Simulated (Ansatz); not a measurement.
# B: one candidate of a structure search, part 2 of 2

Aim: relax a trial structure of B and see where it ends.

Ansatz 0.2.0; DFT PBE, scalar-relativistic, plane waves, PAW.

**4. Full relaxation**

The end of the coarse run is made exact in the group found at a tolerance of 0.06 Å and reduced to its primitive cell.

The input, input.yaml:

```yaml
crystal:
  lattice:
    - [3.2524608564, 0.0, 0.0]
    - [0.0, 3.2524608564, 0.0]
    - [0.0, 0.0, 3.8749230006]
  atoms:
    - { symbol: B, position: [0.0, 0.0, 0.25] }
    - { symbol: B, position: [0.0, 0.0, 0.75] }
    - { symbol: B, position: [0.6049513054, 0.2550613895, 0.5] }
    - { symbol: B, position: [0.3950486946, 0.7449386105, 0.5] }
    - { symbol: B, position: [0.7449386105, 0.6049513054, 0.0] }
    - { symbol: B, position: [0.2550613895, 0.3950486946, 0.0] }
basis:
  ecutwfc: 420
kpoints:
  mp_grid: { grid: [12, 12, 10] }
hamiltonian:
  xc: pbe
scf:
  occupations: { method: gaussian, width: 0.1 }
output:
  forces: true
  stress: true
  eigenvalues: true
  write_density: true
  write_potential: true
  elf: true
  volumetric_format: npy
relax:
  adjacent_minimum: "off"
  f_tol: 0.01
  max_steps: 80
  cell: { stress_tol: 0.05 }
```

Launch:

```bash
$ ansatz run input.yaml --threads 1 --pin off --max-ram 2560MiB --backend cpu --events-out ev --progress --plain --runs-dir out
```

Log:

```text
Warning: RAYON_NUM_THREADS=1 ignored (pool sized by the plan → 1); use --threads N
Engine: ansatz 0.2.0, x86_64-unknown-linux-gnu
Pseudopotentials: kind: paw
Pseudopotential: B, paw, valence charge 3, recommended cutoff 420 eV (normal), B.paw.azcp
Functional definition: PBE
  parameter kappa = 0.804
  parameter beta = 0.06672455060314922
  exchange = pbe_x(kappa = kappa, mu = beta*pi^2/3)
  correlation = pbe_c(beta = beta)
Crystal: 6 atoms, lattice volume = 40.991 Å³
Basis set: ecut = 420 eV, 813 PW (Γ), exchange–correlation on 48×48×54 points (8 copies of the dense FFT grid, shifted against one another)
Bands: 15, of which v1, the nominal top of the filled ones, is band 9 counted from 1 (8 counted from 0)
Symmetry: 8 space group operations
Space group: P42/m (ITA 84), of the structure as read, at distance tolerance 3.4e-5 Å
k-points: 228 of 1440
Non-local potential: B, projectors of the file, l = 0: 2, l = 1: 2, l = 2: 1
PAW form: soft (Blöchl's): semilocal exchange-correlation on the pseudo side does not see the compensation charge
PAW one-centre angular grid: B, 110 points (default); XC on 64 Gauss nodes
Initial density: superposition of atomic densities (neutral atoms: chi_scale 0, normalization atom), corrected by the library's trained network
Initial wavefunctions: pseudopotential atomic-orbital guess
Functional: x = pbe(κ = 0.804, μ = 0.2195149727645171), c = pbe(β = 0.06672455060314922)
SCF iter   1: F=—  HF=-929.797113 eV  |F-HF|=—  |Δ(HF+E_count)|=         —  Δρ=8.16e-3  dr2=2.90e-2  ethr=1.77e-3  ⟨swp⟩=5.9  Hψ=18700  notcnv=0
preconditioner: auto → none  [metal: Δε(μ)=0.019 eV  Ē_g=11.100 eV  σ=0.100 eV  W_gap=0.11  n_scr=6 (ndim 8)  ℏωp=24.6 eV  f_vac=0.000  D(μ)=1.45/eV (n_scr^D=14)  sad-step TF]
SCF iter   2: F=—  HF=-929.792322 eV  |F-HF|=—  |Δ(HF+E_count)|=   4.79e-3  Δρ=4.91e-3  dr2=1.08e-2  ethr=1.61e-4  ⟨swp⟩=1.0  Hψ=5244  notcnv=0
SCF iter   3: F=—  HF=-929.789475 eV  |F-HF|=—  |Δ(HF+E_count)|=   2.85e-3  Δρ=3.09e-4  dr2=3.00e-5  ethr=6.00e-5  ⟨swp⟩=2.5  Hψ=5088  notcnv=0
SCF iter   4: F=—  HF=-929.789489 eV  |F-HF|=—  |Δ(HF+E_count)|=   1.38e-5  Δρ=7.73e-5  dr2=2.22e-6  ethr=1.67e-7  ⟨swp⟩=2.5  Hψ=5160  notcnv=0
iter 5 did not close the SCF: its close was put off for the readings that it lacked (scf_convergence_deferred on its scf_iter line)
SCF iter   5: F=-929.789489 eV  HF=-929.789489 eV  |F-HF|=1.04e-8  |Δ(HF+E_count)|=   5.00e-8  Δρ=6.47e-6  dr2=2.24e-8  ethr=1.23e-8  ⟨swp⟩=2.3  Hψ=4726  notcnv=0
SCF iter   6: F=-929.789489 eV  HF=-929.789489 eV  |F-HF|=6.28e-11  |Δ(HF+E_count)|=  3.87e-10  Δρ=1.20e-6  dr2=4.08e-10  ethr=1.24e-10  ⟨swp⟩=8.7  Hψ=20597  notcnv=0
SCF 1 converged in 6 iterations: F = -929.789489 eV  dr2 = 4.08e-10
relax step   1: F+E_penalty+E_count = -929.78948891 eV  Δ(F+E_penalty+E_count) = +0.000e0 eV  max|allowed force component| = 5.033e-2 eV/Å  Δτ_max = 0.0000 Å  P = +0.799 GPa  Ω = 40.991 Å³  (6 SCF iters, dr2 threshold 1.00e-7 eV, accepted)
Crystal: 6 atoms, lattice volume = 41.111 Å³
Initial density: handed on by an earlier stage of this run
Initial wavefunctions: those handed on with the density
iter 1 solved again at ethr=7.90e-6 eV; its pass at ethr=3.10e-3 eV (dr2=1.42e-3 eV) is discarded
SCF iter   1: F=—  HF=-929.803112 eV  |F-HF|=—  |Δ(HF+E_count)|=         —  Δρ=1.88e-3  dr2=1.48e-3  ethr=7.90e-6  ⟨swp⟩=2.2  Hψ=22273  notcnv=0
preconditioner: auto → none  [metal: Δε(μ)=0.018 eV  Ē_g=11.075 eV  σ=0.100 eV  W_gap=0.10  n_scr=6 (ndim 8)  ℏωp=24.6 eV  f_vac=0.000  D(μ)=1.31/eV (n_scr^D=6)]
SCF iter   2: F=—  HF=-929.802715 eV  |F-HF|=—  |Δ(HF+E_count)|=   3.98e-4  Δρ=6.66e-4  dr2=9.60e-5  ethr=7.90e-6  ⟨swp⟩=2.5  Hψ=4994  notcnv=0
SCF iter   3: F=—  HF=-929.802699 eV  |F-HF|=—  |Δ(HF+E_count)|=   1.56e-5  Δρ=1.82e-4  dr2=6.15e-6  ethr=5.33e-7  ⟨swp⟩=1.0  Hψ=3422  notcnv=0
iter 4 did not close the SCF: its close was put off for the readings that it lacked (scf_convergence_deferred on its scf_iter line)
SCF iter   4: F=-929.802699 eV  HF=-929.802699 eV  |F-HF|=7.82e-9  |Δ(HF+E_count)|=   3.03e-7  Δρ=9.79e-6  dr2=1.55e-8  ethr=3.42e-8  ⟨swp⟩=1.5  Hψ=4299  notcnv=0
iter 5 did not close the SCF: its close was put off for the readings that it lacked (scf_convergence_deferred on its scf_iter line)
SCF iter   5: F=-929.802699 eV  HF=-929.802699 eV  |F-HF|=1.07e-9  |Δ(HF+E_count)|=   1.21e-8  Δρ=2.84e-6  dr2=1.02e-9  ethr=8.61e-11  ⟨swp⟩=2.5  Hψ=5334  notcnv=0
SCF iter   6: F=-929.802699 eV  HF=-929.802699 eV  |F-HF|=1.14e-11  |Δ(HF+E_count)|=   1.17e-9  Δρ=2.04e-7  dr2=1.78e-11  ethr=5.69e-12  ⟨swp⟩=4.7  Hψ=18325  notcnv=0
SCF 2 converged in 6 iterations: F = -929.802699 eV  dr2 = 1.78e-11
relax step   2: F+E_penalty+E_count = -929.80269864 eV  Δ(F+E_penalty+E_count) = -1.321e-2 eV  max|allowed force component| = 3.384e-2 eV/Å  Δτ_max = 0.0028 Å  P = +1.045 GPa  Ω = 41.111 Å³  energy of the carried Pulay correction = -2.883e-4 eV  (6 SCF iters, dr2 threshold 6.00e-7 eV, accepted)
Crystal: 6 atoms, lattice volume = 41.319 Å³
iter 1 solved again at ethr=3.11e-6 eV; its pass at ethr=3.10e-3 eV (dr2=5.60e-4 eV) is discarded
SCF iter   1: F=—  HF=-929.804313 eV  |F-HF|=—  |Δ(HF+E_count)|=         —  Δρ=9.90e-4  dr2=5.63e-4  ethr=3.11e-6  ⟨swp⟩=2.6  Hψ=21749  notcnv=0
preconditioner: auto → none  [metal: Δε(μ)=0.009 eV  Ē_g=11.036 eV  σ=0.100 eV  W_gap=0.05  n_scr=6 (ndim 8)  ℏωp=24.5 eV  f_vac=0.000  D(μ)=1.29/eV (n_scr^D=6)]
SCF iter   2: F=—  HF=-929.804147 eV  |F-HF|=—  |Δ(HF+E_count)|=   1.66e-4  Δρ=3.19e-4  dr2=3.10e-5  ethr=3.11e-6  ⟨swp⟩=2.6  Hψ=5054  notcnv=0
SCF iter   3: F=—  HF=-929.804140 eV  |F-HF|=—  |Δ(HF+E_count)|=   7.10e-6  Δρ=8.79e-5  dr2=1.74e-6  ethr=1.72e-7  ⟨swp⟩=2.0  Hψ=5134  notcnv=0
iter 4 did not close the SCF: its close was put off for the readings that it lacked (scf_convergence_deferred on its scf_iter line)
SCF iter   4: F=-929.804140 eV  HF=-929.804140 eV  |F-HF|=3.40e-9  |Δ(HF+E_count)|=   1.06e-7  Δρ=8.12e-6  dr2=1.08e-8  ethr=9.65e-9  ⟨swp⟩=2.0  Hψ=5421  notcnv=0
iter 5 did not close the SCF: its close was put off for the readings that it lacked (scf_convergence_deferred on its scf_iter line)
SCF iter   5: F=-929.804140 eV  HF=-929.804140 eV  |F-HF|=2.19e-10  |Δ(HF+E_count)|=   4.37e-9  Δρ=1.61e-6  dr2=4.16e-10  ethr=6.02e-11  ⟨swp⟩=2.1  Hψ=5492  notcnv=0
SCF iter   6: F=-929.804140 eV  HF=-929.804140 eV  |F-HF|=2.27e-12  |Δ(HF+E_count)|=  2.57e-10  Δρ=1.33e-7  dr2=3.27e-12  ethr=2.31e-12  ⟨swp⟩=4.1  Hψ=15687  notcnv=0
SCF 3 converged in 6 iterations: F = -929.804140 eV  dr2 = 3.27e-12
relax step   3: F+E_penalty+E_count = -929.80414027 eV  Δ(F+E_penalty+E_count) = -1.442e-3 eV  max|allowed force component| = 1.812e-2 eV/Å  Δτ_max = 0.0006 Å  P = +0.238 GPa  Ω = 41.319 Å³  energy of the carried Pulay correction = -7.871e-4 eV  (6 SCF iters, dr2 threshold 6.00e-7 eV, accepted)
Crystal: 6 atoms, lattice volume = 41.359 Å³
iter 1 solved again at ethr=9.59e-8 eV; its pass at ethr=3.10e-3 eV (dr2=1.73e-5 eV) is discarded
SCF iter   1: F=—  HF=-929.804109 eV  |F-HF|=—  |Δ(HF+E_count)|=         —  Δρ=1.70e-4  dr2=1.70e-5  ethr=9.59e-8  ⟨swp⟩=1.0  Hψ=19266  notcnv=0
preconditioner: auto → none  [metal: Δε(μ)=0.009 eV  Ē_g=11.029 eV  σ=0.100 eV  W_gap=0.05  n_scr=6 (ndim 8)  ℏωp=24.5 eV  f_vac=0.000  D(μ)=1.30/eV (n_scr^D=6)]
SCF iter   2: F=—  HF=-929.804104 eV  |F-HF|=—  |Δ(HF+E_count)|=   5.22e-6  Δρ=5.84e-5  dr2=1.19e-6  ethr=9.44e-8  ⟨swp⟩=2.6  Hψ=5064  notcnv=0
iter 3 did not close the SCF: its close was put off for the readings that it lacked (scf_convergence_deferred on its scf_iter line)
SCF iter   3: F=-929.804104 eV  HF=-929.804104 eV  |F-HF|=6.08e-9  |Δ(HF+E_count)|=   3.28e-7  Δρ=1.30e-5  dr2=4.36e-8  ethr=6.59e-9  ⟨swp⟩=2.0  Hψ=5368  notcnv=0
iter 4 did not close the SCF: its close was put off for the readings that it lacked (scf_convergence_deferred on its scf_iter line)
SCF iter   4: F=-929.804104 eV  HF=-929.804104 eV  |F-HF|=1.55e-10  |Δ(HF+E_count)|=   3.37e-9  Δρ=1.76e-6  dr2=5.02e-10  ethr=2.42e-10  ⟨swp⟩=2.0  Hψ=5471  notcnv=0
iter 5 did not close the SCF: its close was put off for the readings that it lacked (scf_convergence_deferred on its scf_iter line)
SCF iter   5: F=-929.804104 eV  HF=-929.804104 eV  |F-HF|=3.18e-12  |Δ(HF+E_count)|=  1.94e-10  Δρ=2.83e-7  dr2=1.48e-11  ethr=2.79e-12  ⟨swp⟩=2.0  Hψ=5470  notcnv=0
SCF iter   6: F=-929.804104 eV  HF=-929.804104 eV  |F-HF|=2.27e-13  |Δ(HF+E_count)|=  4.77e-12  Δρ=2.77e-8  dr2=1.21e-13  ethr=1.00e-12  ⟨swp⟩=4.0  Hψ=13270  notcnv=0
SCF 4 converged in 6 iterations: F = -929.804104 eV  dr2 = 1.21e-13
relax step   4: F+E_penalty+E_count = -929.80410390 eV  Δ(F+E_penalty+E_count) = +3.636e-5 eV  max|allowed force component| = 6.804e-3 eV/Å  Δτ_max = 0.0006 Å  P = -0.005 GPa  Ω = 41.359 Å³  energy of the carried Pulay correction = -8.825e-4 eV  (6 SCF iters, dr2 threshold 2.00e-7 eV, accepted)
Initial wavefunctions: pseudopotential atomic-orbital guess (no wavefunctions were taken with the density)
iter 1 solved again at ethr=1.33e-8 eV; its pass at ethr=3.10e-3 eV (dr2=2.40e-6 eV) is discarded
SCF iter   1: F=—  HF=-929.805009 eV  |F-HF|=—  |Δ(HF+E_count)|=         —  Δρ=6.14e-5  dr2=1.55e-7  ethr=1.33e-8  ⟨swp⟩=3.6  Hψ=27535  notcnv=0
SCF iter   2: F=—  HF=-929.805010 eV  |F-HF|=—  |Δ(HF+E_count)|=   1.04e-6  Δρ=3.15e-5  dr2=4.11e-8  ethr=8.61e-10  ⟨swp⟩=2.0  Hψ=5434  notcnv=0
SCF iter   3: F=—  HF=-929.805010 eV  |F-HF|=—  |Δ(HF+E_count)|=   2.96e-7  Δρ=4.99e-7  dr2=6.70e-11  ethr=2.28e-10  ⟨swp⟩=2.0  Hψ=5468  notcnv=0
iter 4 did not close the SCF: its close was put off for the readings that it lacked (scf_convergence_deferred on its scf_iter line)
SCF iter   4: F=-929.805010 eV  HF=-929.805010 eV  |F-HF|=4.77e-12  |Δ(HF+E_count)|=  1.25e-12  Δρ=1.34e-7  dr2=7.91e-12  ethr=1.00e-12  ⟨swp⟩=2.3  Hψ=4891  notcnv=0
iter 5 did not close the SCF: its close was put off for the readings that it lacked (scf_convergence_deferred on its scf_iter line)
SCF iter   5: F=-929.805010 eV  HF=-929.805010 eV  |F-HF|=0.00e0  |Δ(HF+E_count)|=  1.48e-12  Δρ=2.01e-8  dr2=8.46e-14  ethr=1.00e-12  ⟨swp⟩=1.0  Hψ=3420  notcnv=0
iter 6 did not close the SCF: its close was put off for the readings that it lacked (scf_convergence_deferred on its scf_iter line)
SCF iter   6: F=-929.805010 eV  HF=-929.805010 eV  |F-HF|=0.00e0  |Δ(HF+E_count)|=    0.00e0  Δρ=4.61e-9  dr2=5.57e-15  ethr=1.00e-12  ⟨swp⟩=1.0  Hψ=3420  notcnv=0
iter 7 did not close the SCF: its close was put off for the readings that it lacked (scf_convergence_deferred on its scf_iter line)
SCF iter   7: F=-929.805010 eV  HF=-929.805010 eV  |F-HF|=1.14e-13  |Δ(HF+E_count)|=  1.14e-13  Δρ=8.64e-10  dr2=2.13e-16  ethr=1.00e-12  ⟨swp⟩=1.0  Hψ=3420  notcnv=0
SCF iter   8: F=-929.805010 eV  HF=-929.805010 eV  |F-HF|=0.00e0  |Δ(HF+E_count)|=  1.14e-13  Δρ=1.92e-10  dr2=5.83e-18  ethr=1.00e-12  ⟨swp⟩=2.1  Hψ=9131  notcnv=0
SCF 5 converged in 8 iterations: F = -929.805010 eV  dr2 = 5.83e-18
relax step   5: F+E_penalty+E_count = -929.80500986 eV  Δ(F+E_penalty+E_count) = -9.060e-4 eV  max|allowed force component| = 6.580e-3 eV/Å  Δτ_max = 0.0000 Å  P = +0.017 GPa  Ω = 41.359 Å³  stress off target by 3.70e-2 GPa  SCF on the basis re-selected at this cell (its energy is not comparable with the rows above)  (8 SCF iters)
basis re-selected at this cell: Δ(F+E_penalty+E_count) = -9.060e-4 eV, ΔP = +0.022 GPa vs the last step (what re-selecting the basis moved, of the pressure what is left beyond the Pulay correction that the steps carried, after the strain that the cell walked since its last selection, with what the two solves' SCF thresholds leave and, on support functions, any second-order correction that the steps lacked; it is no measure of the basis error at this ecutwfc). This SCF's stress stands 3.70e-2 GPa from its target on what of the cell is left free (relax.cell.stress_tol is 5.00e-2 GPa) and its largest allowed force component is 6.58e-3 eV/Å (relax.f_tol is 1.00e-2 eV/Å): within both
SCF converged after 8 iterations
Free energy (F): -929.805010 eV
Harris-Foulkes:  -929.805010 eV  (|F-HF|=0.00e0)
Internal energy: -929.798516 eV  (E = F + TS)
E sigma→0 (E₀):  -929.801763 eV
Entropy (-TS):   -0.006493 eV (-1.082 meV/atom)
Fermi energy:    10.712676 eV
--- Per-component energies (eV) ---
  E_band       = 72.379314
  E_kinetic    = 285.318914
  E_local      = -70.619763  (includes V_loc(G=0)·N_el)
  E_nonlocal   = 71.966766
  E_hartree    = 14.230459
  E_xc         = -191.403966
  E_vxc        = -227.194192  (∫ρ·V_xc dr)
  E_paw        = -471.069971  (= ΣΔE_a)
  E_vpaw       = -15.553314  (= ΣTr[D̂ρ^β])
  E_aug_tail   = -0.000015  (compensation charges beyond the density's cutoff)
  E_ewald      = -568.220940
  E_smearing   = -0.006493  (= −TS)
  E_closure    = -0.000000  (closes the sum)
  Σ components = -929.805010   (vs F -929.805010, Δ=0.00e0)
--- Forces (eV/Å), atoms counted from 1 ---
  atom   1  B      0.00000000     0.00000000     0.00000000
  atom   2  B      0.00000000     0.00000000    -0.00000000
  atom   3  B     -0.00658024     0.00142970     0.00000000
  atom   4  B      0.00658024    -0.00142970     0.00000000
  atom   5  B     -0.00142970    -0.00658024     0.00000000
  atom   6  B      0.00142970     0.00658024     0.00000000
  max |Σ_I F_I| component: 1.39e-17 eV/Å
--- Stress (GPa, compression-positive) ---
        0.007157      -0.000001       0.000000
        0.000001       0.007157       0.000000
        0.000000       0.000000       0.036951
  P = ⅓ Tr σ = 0.0171 GPa (0.171 kbar)
--- Band table (eV; the first three rows and the last of 228) ---
  k-point 0: bands = ["-5.6365", "1.2607", "2.2320", "4.3455", "5.1127", "5.1127", "7.1892", "9.4505", "11.6331", "11.6331", "11.8815", "15.6862", "15.6862", "15.8705", "16.5973"]
  k-point 1: bands = ["-5.5599", "0.3408", "3.1818", "4.3985", "5.1760", "5.1760", "7.3152", "9.3183", "11.2630", "11.2630", "11.6573", "15.8207", "16.0890", "16.0890", "16.8956"]
  k-point 2: bands = ["-5.3305", "-0.8465", "4.3764", "4.5536", "5.3587", "5.3587", "7.7389", "9.0303", "10.4697", "10.4697", "11.0949", "15.4934", "16.9321", "16.9321", "17.7092"]
  k-point 227: bands = ["0.7333", "0.7333", "1.1596", "1.1596", "2.5034", "2.5034", "3.4580", "3.4580", "14.3435", "14.3435", "14.9139", "14.9139", "18.2317", "18.2317", "20.8937"]
--- Relaxed structure (4 steps of the walk, 4 accepted, 1 SCFs on fresh bases) ---
  F+E_penalty+E_count = -929.80500986 eV   max|allowed force component| = 6.580e-3 eV/Å   (the final SCF, on the basis selected at the relaxed cell)
  cell:  # Å, volume = 41.3594 Å³
    - [3.2402968996799575, 1.5260523741547237e-32, 0.0]
    - [1.5260523741547237e-32, 3.2402968996799575, 0.0]
    - [0.0, 0.0, 3.939165735727083]
  atoms:
    - { symbol: B, position: [-2.2570455214217744e-20, 4.16685327031713e-21, 0.24999999999999997] }
    - { symbol: B, position: [-2.2570455214217804e-20, 4.166853270317145e-21, 0.75] }
    - { symbol: B, position: [0.6054675038880899, 0.25568074063652285, 0.49999999999999994] }
    - { symbol: B, position: [0.39453249611191016, 0.7443192593634771, 0.49999999999999994] }
    - { symbol: B, position: [0.7443192593634771, 0.6054675038880899, 0.0] }
    - { symbol: B, position: [0.25568074063652285, 0.39453249611191016, 0.0] }
```

Run time: 1.7 min. Hardware: 1 thread of Intel Xeon at 2.50GHz (Skylake/Cascade Lake), shared host; peak memory 0.44 GiB.

Step by step:

| step | E - E(step 1) (eV/cell) | largest force component (eV/Å) | pressure (GPa) | volume (Å³) |
| --- | --- | --- | --- | --- |
| 1 | 0.0000 | 0.0503 | 0.80 | 40.99 |
| 2 | -0.0132 | 0.0338 | 1.05 | 41.11 |
| 3 | -0.0147 | 0.0181 | 0.24 | 41.32 |
| 4 | -0.0146 | 0.0068 | -0.01 | 41.36 |
| 5 | -0.0155 | 0.0066 | 0.02 | 41.36 |

Step 1 is the start. Step 5 repeats the geometry before it on a plane-wave basis chosen anew for that cell, so its energy need not be comparable with the rows above.

|  | before | after | change |
| --- | --- | --- | --- |
| a (Å) | 3.252 | 3.240 | -0.4 % |
| b (Å) | 3.252 | 3.240 | -0.4 % |
| c (Å) | 3.875 | 3.939 | +1.7 % |
| volume (Å³/atom) | 6.83 | 6.89 | +0.9 % |
| shortest distance (Å) | 1.733 | 1.725 | -0.5 % |
| space group (0.01 Å) | P4_2/m | P4_2/m | same |

The run keeps the 8 symmetry operations of the start, so it could not have lowered the symmetry.

Density in a lattice plane of the grid's cell (edges 3.24 and 3.94 Å, at 0.000 of the third edge), which holds B.

Ten even steps from ' ' (0.11 e/Å³) to '@' (0.72 e/Å³):
```
####**++==--::..          ..::--==++**##
@@%%##**++--::..          ..::--++**##%%
%%%%%%##**==::....      ....::==**##%%%%
==**%%%%##++--::....  ....::--++##%%%%**
::==##%%%%**==--::......::--==**%%%%##==
==**%%@@%%**++==----------==++**%%@@%%**
%%@@@@@@%%****++++++++++++++****%%@@@@@@
@@%%%%%%##********######********##%%%%%%
########****####%%%%@@%%%%####****######
####********##%%%%@@@@@@%%%%##********##
########****####%%%%@@%%%%####****######
@@%%%%%%##********######********##%%%%%%
%%@@@@@@%%****++++++++++++++****%%@@@@@@
==**%%@@%%**++==----------==++**%%@@%%**
::==##%%%%**==--::......::--==**%%%%##==
==**%%%%##++--::....  ....::--++##%%%%**
%%%%%%##**==::....      ....::==**##%%%%
@@%%##**++--::..          ..::--++**##%%
####**++==--::..          ..::--==++**##
##****++==::....          ....::==++****
```
Columns run along the first of these edges and rows up along the second, over one cell in 20 and 20 even steps from the bottom left corner. Atoms in the plane (fractional): B at (1.00, 0.25), B at (1.00, 0.75).

ELF in the same plane.

Values, 12 rows by 10 columns:
```
0.52 0.58 0.57 0.39 0.14 0.07 0.14 0.39 0.57 0.58
0.12 0.32 0.58 0.47 0.20 0.12 0.20 0.47 0.58 0.32
0.02 0.14 0.57 0.55 0.34 0.27 0.34 0.55 0.57 0.14
0.12 0.36 0.65 0.61 0.54 0.56 0.54 0.61 0.65 0.36
0.52 0.59 0.63 0.60 0.70 0.77 0.70 0.60 0.63 0.59
0.60 0.58 0.56 0.59 0.75 0.84 0.75 0.59 0.56 0.58
0.52 0.59 0.63 0.60 0.70 0.77 0.70 0.60 0.63 0.59
0.12 0.36 0.65 0.61 0.54 0.56 0.54 0.61 0.65 0.36
0.02 0.14 0.57 0.55 0.34 0.27 0.34 0.55 0.57 0.14
0.12 0.32 0.58 0.47 0.20 0.12 0.20 0.47 0.58 0.32
0.52 0.58 0.57 0.39 0.14 0.07 0.14 0.39 0.57 0.58
0.60 0.59 0.52 0.34 0.12 0.06 0.12 0.34 0.52 0.59
```
Columns run along the first of these edges and rows up along the second, over one cell in 10 and 12 even steps from the bottom left corner. Atoms in the plane (fractional): B at (1.00, 0.25), B at (1.00, 0.75).

Both are smooth fields of the valence electrons: close to the nuclei they are not physical.

The highest ELF values outside the cores: 0.95 on the B–B line, 0.8 Å from B.

**5. Changing settings: chi_scale 0.3**

Edit input.yaml of step 4 so:

```diff
@@ -20,10 +20,7 @@
   occupations: { method: gaussian, width: 0.1 }
+  initial_density: { chi_scale: 0.3 }
 output:
   forces: true
+  eigenvalues: true
   stress: true
-  eigenvalues: true
-  write_density: true
-  write_potential: true
-  elf: true
-  volumetric_format: npy
 relax:
```

Launch:

```bash
$ ansatz run input.yaml --threads 1 --pin off --max-ram 2560MiB --backend cpu --events-out ev --progress --plain --runs-dir out
```

Log, shortened:

```text
Warning: RAYON_NUM_THREADS=1 ignored (pool sized by the plan → 1); use --threads N
[...]
Pseudopotentials: kind: paw
Pseudopotential: B, paw, valence charge 3, recommended cutoff 420 eV (normal), B.paw.azcp
Functional definition: PBE
[...]
Crystal: 6 atoms, lattice volume = 40.991 Å³
Basis set: ecut = 420 eV, 813 PW (Γ), exchange–correlation on 48×48×54 points (8 copies of the dense FFT grid, shifted against one another)
[...]
    - [0.0, 0.0, 3.9391657208414053]
  atoms:
    - { symbol: B, position: [-1.1111608720845695e-20, 2.0834266351585586e-20, 0.24999999999999994] }
    - { symbol: B, position: [-1.1111608720845712e-20, 2.0834266351585652e-20, 0.7499999999999999] }
    - { symbol: B, position: [0.6054675395279425, 0.2556807639365436, 0.4999999999999999] }
    - { symbol: B, position: [0.39453246047205753, 0.7443192360634564, 0.4999999999999999] }
    - { symbol: B, position: [0.7443192360634564, 0.6054675395279425, 0.0] }
    - { symbol: B, position: [0.2556807639365436, 0.39453246047205753, 0.0] }
```

Run time: 1.7 min. Hardware: 1 thread of Intel Xeon at 2.50GHz (Skylake/Cascade Lake), shared host; peak memory 0.41 GiB.

| run | ending | energy change | pressure (GPa) | gap (eV) | force (eV/Å) | cycles | time |
| --- | --- | --- | --- | --- | --- | --- | --- |
| step 4 | converged | 0 | 0.0 | 0.00 | 0.01 | - | 1.7 min |
| variant | converged | 0.0 meV/atom | 0.0 | 0.00 | 0.01 | - | 1.7 min |

The changed start doesn't alter the result here (within 0.5 meV/atom).

**6. Summary of results**

What follows sums up all 2 parts. Changes of volume or cell count from the first structure of part 1.

```
                              quantity                                                                      value
symmetry at the end (tolerance 0.05 Å)                                                space group P4_2/m (No. 84)
                     conventional cell  a = 3.240 Å, b = 3.240 Å, c = 3.939 Å, α = 90.00°, β = 90.00°, γ = 90.00°
                                volume                                                               6.89 Å³/atom
        energy over the standard state                                                              +0.95 eV/atom
                       gap on the mesh                                                               none (metal)
```

In words: The space group P4_2/m (No. 84) is kept, and the volume per atom grows by 7.5 % from the first guess. It lies above the element's standard state, so it is metastable at best. No finished test with a distortion of lower symmetry is shown, so the end may be a saddle point.
